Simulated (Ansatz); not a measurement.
## Li and the effect of the functional

The cell as given:

```cif
data_structure
_symmetry_space_group_name_H-M 'P 1'
_symmetry_Int_Tables_number 1
_cell_length_a 3.1141
_cell_length_b 3.1141
_cell_length_c 3.1141
_cell_angle_alpha 60.000
_cell_angle_beta 60.000
_cell_angle_gamma 60.000
_cell_volume 21.35
loop_
_atom_site_label
_atom_site_type_symbol
_atom_site_fract_x
_atom_site_fract_y
_atom_site_fract_z
_atom_site_occupancy
Li1 Li 0.00000 0.00000 0.00000 1
```

This isn't the form of Li at room conditions, which is bcc.

Kept alike: task relaxation of cell and atoms; k mesh 10 × 10 × 10; occupations fermi-dirac, width 0.05 eV; no spin polarisation. Program: Ansatz, Ansatz PAW. Cutoffs run from 420 to 500 eV. The mesh is that of the run's cell of 1 atom. No spin-orbit coupling.

| run | volume (Å³/atom) |
| --- | --- |
| A | 20.164 |
| B | 20.990 |
| C | 18.942 |
| D | 19.947 |

The relaxations keep at least the cell's symmetry (Fm-3m). For a metal such a mesh leaves the last digits unconverged. Relaxations stop with a little pressure left, so the last digits of a volume or edge aren't settled. All rows use potentials made for PBE.

Problem. The runs differ in the functional (and the cutoff that goes with it) alone: BLYP; LDA; PBEsol; r2SCAN. Which run is which?

Solution. Run A is PBEsol; run B is r2SCAN; run C is LDA; run D is BLYP. The volume runs from 18.942 (LDA) to 20.990 Å³/atom (r2SCAN).
